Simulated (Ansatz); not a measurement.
Simulated (Ansatz). Plane-wave DFT: an element X is put into a periodic supercell of the crystal below and the atoms relax. X is one of the candidates, and is told by the neutral defect's formation energy over the elements (uncorrected), its moments where the run had spin, and its relaxed neighbours, eight at most.

```
cell
1.0
     3.1302    0.0000    0.0000
    -1.5651    2.7108    0.0000
     0.0000    0.0000    5.0180
Al N
2 2
Direct
  0.6667 0.3333 0.4992
  0.3333 0.6667 0.9992
  0.6667 0.3333 0.8808
  0.3333 0.6667 0.3808
```

| quantity | value |
| --- | --- |
| host atoms in supercell | 36 |
| functional | PBE |
| wave cutoff | 420 eV |
| k mesh | 2, 2, 2 |
| k shift | 0.5, 0.5, 0.5 mesh steps |
| gaussian smearing | 0.02 eV |
| start displacement | 0 angstrom |
| electrons started on | no chosen atoms |
| candidate elements | O, F, Mg, Ca, Sc, Sr |
| found formation energy | 0.131 eV |
| found largest move from host sites | 0.15 angstrom |

```tsv
supercell vector	supercell times a (host cell vectors)	supercell times b (host cell vectors)	supercell times c (host cell vectors)
A	-2	-1	1
B	1	-1	1
C	1	2	1
```

```csv
change element,change kind,change place a (host cell vectors),change place b (host cell vectors),change place c (host cell vectors)
X,on Al,-0.3333,-0.6667,1.4992
```

```csv
found neighbour element,found neighbour distance (angstrom)
N,2.037
N,2.037
N,2.037
N,2.076
```

Task: Which element is X?

Result: Sc.

Caveats: the atoms kept the symmetry of the start, so a distorted state could lie lower; the supercell is small.
